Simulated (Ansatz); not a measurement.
# SnSe (Fm-3m) in Ansatz: notebook, part 2 of 2

Ansatz 0.2.0. Earlier steps stand in the parts before.

## 4. Single point, wPBEh (volume scaled by 0.96)

File run.py:

```python
import json

import ase.io
import numpy as np
import spglib
from ase.calculators.calculator import CalculationFailed, Calculator
from ase.stress import full_3x3_to_voigt_6_stress
from ase.units import GPa

import ansatz as az

class AnsatzCalculator(Calculator):
    implemented_properties = ["energy", "free_energy", "forces", "stress", "magmom"]

    def calculate(self, atoms, properties, system_changes):
        super().calculate(atoms, properties, system_changes)
        structure = atoms.copy()
        structure.set_constraint()
        structure.set_momenta(None)
        structure.set_masses(None)
        outcome = (
            az.Crystal.from_ase(structure)
            .symmetry(detect=False)
            .calculation()
            .basis(xc_grid=4)
            .kpoints(5, 5, 5)
            .functional("wpbeh")
            .pseudopotentials(kind="paw")
            .scf(tolerance=2e-10)
            .occupations(method="fermi_dirac", width=0.01)
            .forces()
            .stress()
            .run(threads=2)
        )
        if not outcome.report["converged"]:
            raise CalculationFailed("SCF not converged")
        report = outcome.report
        self.results = {
            "free_energy": report["lagrangian_ev"],
            "energy": report["lagrangian_ev"],
            "forces": np.array(report["forces_ev_ang"]),
            "stress": -GPa * full_3x3_to_voigt_6_stress(report["stress_gpa"]),
            "magmom": report["magnetization_mub"],
        }

np.set_printoptions(precision=5, suppress=True, linewidth=110)
atoms = ase.io.read("SnSe.cif")
cell, frac, numbers = spglib.find_primitive((atoms.cell[:], atoms.get_scaled_positions(), atoms.numbers), symprec=1e-5)
atoms = ase.Atoms(numbers, cell=cell, scaled_positions=frac, pbc=True)
atoms.calc = AnsatzCalculator()
print(f"free energy {atoms.get_potential_energy():.6f} eV")
print("forces (eV/A)", atoms.get_forces(), sep="\n")
print("stress (GPa, Voigt, tension positive)", atoms.get_stress() / GPa, sep="\n")
print(f"moment {atoms.get_magnetic_moment():.4f} muB")
```

File SnSe.cif:

```cif
data_SnSe
_cell_length_a 5.93863868
_cell_length_b 5.93863868
_cell_length_c 5.93863868
_cell_angle_alpha 90.00000000
_cell_angle_beta 90.00000000
_cell_angle_gamma 90.00000000
_space_group_name_H-M_alt 'Fm-3m'
_space_group_name_Hall '-F 4 2 3'
_space_group_IT_number 225
loop_
_space_group_symop_operation_xyz
'x,y,z'
'-x,-y,-z'
'-y,x,z'
'y,-x,-z'
'-x,-y,z'
'x,y,-z'
'y,-x,z'
'-y,x,-z'
'x,-y,-z'
'-x,y,z'
'-y,-x,-z'
'y,x,z'
'-x,y,-z'
'x,-y,z'
'y,x,-z'
'-y,-x,z'
'z,x,y'
'-z,-x,-y'
'z,-y,x'
'-z,y,-x'
'z,-x,-y'
'-z,x,y'
'z,y,-x'
'-z,-y,x'
'-z,x,-y'
'z,-x,y'
'-z,-y,-x'
'z,y,x'
'-z,-x,y'
'z,x,-y'
'-z,y,x'
'z,-y,-x'
'y,z,x'
'-y,-z,-x'
'x,z,-y'
'-x,-z,y'
'-y,z,-x'
'y,-z,x'
'-x,z,y'
'x,-z,-y'
'-y,-z,x'
'y,z,-x'
'-x,-z,-y'
'x,z,y'
'y,-z,-x'
'-y,z,x'
'x,-z,y'
'-x,z,-y'
'x,y+1/2,z+1/2'
'-x,-y+1/2,-z+1/2'
'-y,x+1/2,z+1/2'
[... 62 lines left out ...]
'-z+1/2,-x,-y+1/2'
'z+1/2,-y,x+1/2'
'-z+1/2,y,-x+1/2'
'z+1/2,-x,-y+1/2'
'-z+1/2,x,y+1/2'
'z+1/2,y,-x+1/2'
'-z+1/2,-y,x+1/2'
'-z+1/2,x,-y+1/2'
'z+1/2,-x,y+1/2'
'-z+1/2,-y,-x+1/2'
'z+1/2,y,x+1/2'
'-z+1/2,-x,y+1/2'
'z+1/2,x,-y+1/2'
'-z+1/2,y,x+1/2'
'z+1/2,-y,-x+1/2'
'y+1/2,z,x+1/2'
'-y+1/2,-z,-x+1/2'
'x+1/2,z,-y+1/2'
'-x+1/2,-z,y+1/2'
'-y+1/2,z,-x+1/2'
'y+1/2,-z,x+1/2'
'-x+1/2,z,y+1/2'
'x+1/2,-z,-y+1/2'
'-y+1/2,-z,x+1/2'
'y+1/2,z,-x+1/2'
'-x+1/2,-z,-y+1/2'
'x+1/2,z,y+1/2'
'y+1/2,-z,-x+1/2'
'-y+1/2,z,x+1/2'
'x+1/2,-z,y+1/2'
'-x+1/2,z,-y+1/2'
'x+1/2,y+1/2,z'
'-x+1/2,-y+1/2,-z'
'-y+1/2,x+1/2,z'
'y+1/2,-x+1/2,-z'
'-x+1/2,-y+1/2,z'
'x+1/2,y+1/2,-z'
'y+1/2,-x+1/2,z'
'-y+1/2,x+1/2,-z'
'x+1/2,-y+1/2,-z'
'-x+1/2,y+1/2,z'
'-y+1/2,-x+1/2,-z'
'y+1/2,x+1/2,z'
'-x+1/2,y+1/2,-z'
'x+1/2,-y+1/2,z'
'y+1/2,x+1/2,-z'
'-y+1/2,-x+1/2,z'
'z+1/2,x+1/2,y'
'-z+1/2,-x+1/2,-y'
'z+1/2,-y+1/2,x'
'-z+1/2,y+1/2,-x'
'z+1/2,-x+1/2,-y'
'-z+1/2,x+1/2,y'
'z+1/2,y+1/2,-x'
'-z+1/2,-y+1/2,x'
'-z+1/2,x+1/2,-y'
'z+1/2,-x+1/2,y'
'-z+1/2,-y+1/2,-x'
'z+1/2,y+1/2,x'
'-z+1/2,-x+1/2,y'
'z+1/2,x+1/2,-y'
'-z+1/2,y+1/2,x'
'z+1/2,-y+1/2,-x'
'y+1/2,z+1/2,x'
'-y+1/2,-z+1/2,-x'
'x+1/2,z+1/2,-y'
'-x+1/2,-z+1/2,y'
'-y+1/2,z+1/2,-x'
'y+1/2,-z+1/2,x'
'-x+1/2,z+1/2,y'
'x+1/2,-z+1/2,-y'
'-y+1/2,-z+1/2,x'
'y+1/2,z+1/2,-x'
'-x+1/2,-z+1/2,-y'
'x+1/2,z+1/2,y'
'y+1/2,-z+1/2,-x'
'-y+1/2,z+1/2,x'
'x+1/2,-z+1/2,y'
'-x+1/2,z+1/2,-y'
loop_
_atom_site_label
_atom_site_type_symbol
_atom_site_symmetry_multiplicity
_atom_site_Wyckoff_symbol
_atom_site_fract_x
_atom_site_fract_y
_atom_site_fract_z
_atom_site_occupancy
Sn1 Sn 4 a 0.0000000000 0.0000000000 0.0000000000 1
Se1 Se 4 b 0.5000000000 0.0000000000 0.0000000000 1
```

Potentials or basis: Ansatz PAW.

The run is started by

```console
$ python run.py
```

The log of the run:

```text
DeckWarning: basis.ecutwfc = 420 eV, auto-derived from the records' recommended cutoffs: set by Sn (normal level)
DeckWarning: a hybrid functional in a run whose symmetry group does not fold −k onto k at every point of the mesh: there the points k and −k of kpoints.mp_grid are solved apart, and the exchange loop can end, converged, in a state whose levels at the two differ, below the state that time reversal holds; no reference code has confirmed such a state. Compare the run's eigenvalues at k and −k. Where the deck types crystal.symmetry.d [...]
DeckWarning: output.stress: scf.exx.energy_threshold = 1e-6 eV is looser than the 2e-8 eV advised for a stress under a hybrid functional (1e-8 eV for each atom of the cell: 2). Every SCF of the exchange loop can meet its threshold on dr2 while the loop round them stops early: no threshold on dr2 bounds what that leaves in the stress. Set scf.exx.energy_threshold to 2e-8 eV or tighter. The threshold is the loop's pass mark: a loop [...]
PlacementWarning: RAYON_NUM_THREADS=2 ignored (pool sized by the plan → 2); use plan(threads=…)
free energy -11496.250086 eV
forces (eV/A)
[[ 0. -0.  0.]
 [ 0.  0.  0.]]
stress (GPa, Voigt, tension positive)
[-2.74476 -2.74476 -2.74476  0.      -0.      -0.     ]
moment 0.0000 muB
```

engine_input.yaml:

```text
crystal:
  lattice:
    - [0.0, 2.96931934, 2.96931934]
    - [2.96931934, 0.0, 2.96931934]
    - [2.96931934, 2.96931934, 0.0]
  atoms:
    - { symbol: Sn, position: [0.0, 0.0, 0.0] }
    - { symbol: Se, position: [0.5, 0.5, 0.5] }
  symmetry:
    detect: false
basis:
  xc_grid: 4
kpoints:
  mp_grid:
    grid: [5, 5, 5]
hamiltonian:
  xc: wpbeh
  pseudopotentials:
    kind: paw
scf:
  convergence:
    dr2_threshold: 2.0e-10
  occupations:
    method: fermi_dirac
    width: 0.01
output:
  forces: true
  stress: true
```

Wall time 80 s (2 threads of Arm Neoverse V2, shared host); peak memory 2.6 GiB.

What came out:

```
Free energy : -11496.2501 eV
Pressure    : 2.7 GPa
```

Caveat: this odd mesh misses L, where the gap lies, so gap, dielectric constants and Born charges aren't listed; the thresholds are loose for stress.

## 5. Overview

| task | level | potentials or basis | cell | k mesh | cutoff (eV) | smearing | driver | other keys | pressure (GPa) | relaxed volume (Å³/atom) |
| --- | --- | --- | --- | --- | --- | --- | --- | --- | --- | --- |
| relaxation of cell and atoms | BLYP | PseudoDojo standard | relaxed | 8 × 8 × 8 | 1170 | cold 0.025 eV | chain | - | 0.0 | 30.01 |
| relaxation of cell and atoms | BLYP | PseudoDojo standard (PBE files) | relaxed | 8 × 8 × 8 | 1170 | cold 0.025 eV | - | - | 0.0 | 30.01 |
| single point | wPBEh | Ansatz PAW | volume scaled by 0.96 | 5 × 5 × 5 | 420 | fermi-dirac 0.01 eV | calculator | basis.xc_grid = 4; crystal.symmetry = detect False | 2.7 | - |

Alike in all rows: no spin polarisation.

Caveats: the potentials were made for another functional, which shifts forces and pressure (some runs); the volume moved by +10 % from the deposited cell, more than functionals usually miss (some runs); the plane-wave basis is chosen anew once the cell has moved, so the energies of steps on either side of that aren't comparable (some runs); the thresholds are loose for stress (some runs).

Total energies depend on the potentials used, so only differences within one code and one set of settings carry meaning.
